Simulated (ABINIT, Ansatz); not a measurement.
# A GW run on BeTe (F-43m) in ABINIT, with inputs changed

Aim: change inputs of a GW run on BeTe (F-43m) and see what moves.

Program: ABINIT 10.8.3. Level of theory: PBE and many-body steps on it, plane waves. Results are calculated unless marked as measured.

Report form: the programs' logs are mostly left out.

### 1. The structure

It takes space group F-43m (No. 216, cubic). The conventional cell has a = 5.663 Å, b = 5.663 Å, c = 5.663 Å, α = 90.00°, β = 90.00°, γ = 90.00°. Nearest to Be lie 4 Te at 2.45 Å. Nearest to Te lie 4 Be at 2.45 Å. Farther neighbours and most contacts between anions are not listed.

The cell and positions are those that the Materials Project relaxed with its own functionals (PBE, PBE+U or r2SCAN), kept fixed. Spin-orbit coupling is left out unless a step names it.

### 2. Screening, 6×6×6 mesh, 180 bands, screening to 212.2 eV

This step: ABINIT 10.8.3; RPA screening on PBE, plane waves, norm-conserving pseudopotentials.

The RPA dielectric matrix is built and inverted for each q.

File run.abi:

```
acell 3*1.0 Angstrom
rprim 
  -0.000000000000 2.831458787600 2.831458787600
  2.831458787600 0.000000000000 2.831458787600
  2.831458787600 2.831458787600 0.000000000000
ntypat 2
znucl 4 52
natom 2
typat 1 2
xred 
  0.000000000000 0.000000000000 0.000000000000
  0.750000000000 0.750000000000 0.750000000000
pp_dirpath "pseudos"
pseudos "Be.upf, Te.upf"
ecut 49
ngkpt 6 6 6
nshiftk 1
shiftk 0 0 0
kptopt 1
chksymbreak 0
istwfk *1
occopt 1
irdwfk 1
optdriver 3
nband 180
ecuteps 7.8
inclvkb 2
awtr 1
symchi 1
indata_prefix "in"
outdata_prefix "out"
tmpdata_prefix "tmp"
```

The run is started by

```bash
OMP_NUM_THREADS=1 mpirun -n 8 abinit run.abi > log
```

The job ended after 17 min (8 MPI ranks of Arm Neoverse N1, shared host; peak memory 4.6 GiB; 2.3 h of CPU time).

Numbers from this step:

```yaml
eps_infinity_with_local_fields_on_this_mesh_along_the_program_s_q_direction: 7.331
the_same_without_local_fields: 8.484
plasma_frequency: 29.16 eV
plane_waves_in_the_screening_matrix: 331
```

Local fields lower ε∞ by 14 %.

### 3. Base

The self-energy is evaluated for the states that the input lists, and the levels follow from it, in one-shot runs by the linearised quasiparticle equation.

This step: G0W0 on PBE, plane waves, norm-conserving pseudopotentials.

run.abi, as its differences from that of step 2:

```diff
@@ -23,8 +23,17 @@
 irdwfk 1
-optdriver 3
+optdriver 4
 nband 180
+gwcalctyp 0
+ecutsigx 49
+symsigma 1
+nkptgw 2
+kptgw 
+  0.0000000000 0.0000000000 0.0000000000
+  0.5000000000 0.5000000000 0.0000000000
+bdgw 
+  12 17
+  13 16
 ecuteps 7.8
-inclvkb 2
-awtr 1
-symchi 1
+irdscr 1
+ppmodel 1
 indata_prefix "in"
```

Elapsed: 57 s, on 8 MPI ranks; peak memory 4.1 GiB.

This step gave:

| Item | Value |
| --- | --- |
| G0W0 gap on the points computed | 2.874 eV |
| starting gap on the mesh | 2.027 eV |
| k of the valence top | 0, 0, 0 |
| k of the conduction bottom | 0.5, 0.5, 0 |
| Z at the valence top | 0.804 |
| Z at the conduction bottom | 0.817 |
| least direct G0W0 gap on the computed points | 4.727 eV |

The gap on the mesh goes from 2.03 eV to 2.87 eV, a correction of +0.85 eV.

### 4. Broadening of the poles

run.abi, as its differences from that of step 3:

```diff
@@ -38,2 +38,3 @@
 ppmodel 1
+zcut 0.01 eV
 indata_prefix "in"
```

The job ended after 58 s (8 MPI ranks; peak memory 4.1 GiB).

This step gave:

- G0W0 gap on the points computed: 2.874 eV
- starting gap on the mesh: 2.027 eV
- k of the valence top: 0, 0, 0
- k of the conduction bottom: 0.5, 0.5, 0
- Z at the valence top: 0.804
- Z at the conduction bottom: 0.817
- least direct G0W0 gap on the computed points: 4.727 eV

Against G0W0 in ABINIT (6×6×6 mesh, 180 bands, screening to 212.2 eV, Godby-Needs plasmon pole), the gap moves by +0.000 eV.

### 5. Exchange cutoff of one hartree

run.abi, as its differences from that of step 4:

```diff
@@ -26,3 +26,3 @@
 gwcalctyp 0
-ecutsigx 49
+ecutsigx 1
 symsigma 1
@@ -38,3 +38,2 @@
 ppmodel 1
-zcut 0.01 eV
 indata_prefix "in"
```

Run time: 8.4 s. Hardware: 8 MPI ranks; peak memory 1.8 GiB.

The run ended normally, though the input holds a fault or crude settings.

The fault put into this input: exchange cutoff of one hartree. It printed a gap of 0.84 eV, an artefact of the input.

### 6. The runs together

Times are wall times on 8 MPI ranks of Arm Neoverse N1, shared host, good to a factor of about two. A run's time includes the screening step that it read.

| run | mesh | bands | screening cutoff (eV) | DFT gap (eV) | gap on the mesh (eV) | direct (eV) | ε∞ used | time |
| --- | --- | --- | --- | --- | --- | --- | --- | --- |
| base | 6×6×6 | 180 | 212.2 | 2.027 | 2.874 | 4.727 | 7.33 | 18 min |
| broadening of the poles | 6×6×6 | 180 | 212.2 | 2.027 | 2.874 | 4.727 | 7.33 | 18 min |

### 7. What came out

```json
{"base": "2.874 eV", "broadening of the poles": "2.874 eV", "known limits": "not at the basis limit; no spin-orbit coupling"}
```

What this shows: Broadening of the poles: no change against base (keys changed: zcut). Bands and cutoff are finite, so the gap is not at the basis limit. The miss can reach some tenths of an eV and take either sign; the mesh is an error of its own. In the G0W0 runs levels were corrected at 2 k points alone, so a gap called «on the mesh» is the least over those, and an edge elsewhere would be missed. The many-body steps are scalar-relativistic: spin-orbit coupling is not in them.

[Paths, hosts, dates, memory and timing lines, banners, echoed tables and standing remarks are left out of the program output.]

[Logs are printed without paths, hosts, clocks, repeated set-up lines and the standing remarks that a program may print on its own settings, such as how far it seeks lower states.]

[Runs of the session that timed out or met a known fault of the program may be left out.]

[Hosts, paths, dates, database ids (printed as entryN), source tags and the programs' standing remarks are cut or masked in the printed files.]

[G0W0 gaps are taken among the corrected bands and points alone; a level outside them can change the order at an edge.]

[Where Ansatz stands beside ABINIT at settings called matched, ABINIT's density can come from a denser mesh and the files from another edition; pairs whose starting gaps differed by over 0.03 eV were left out, so agreement reads better than it is.]
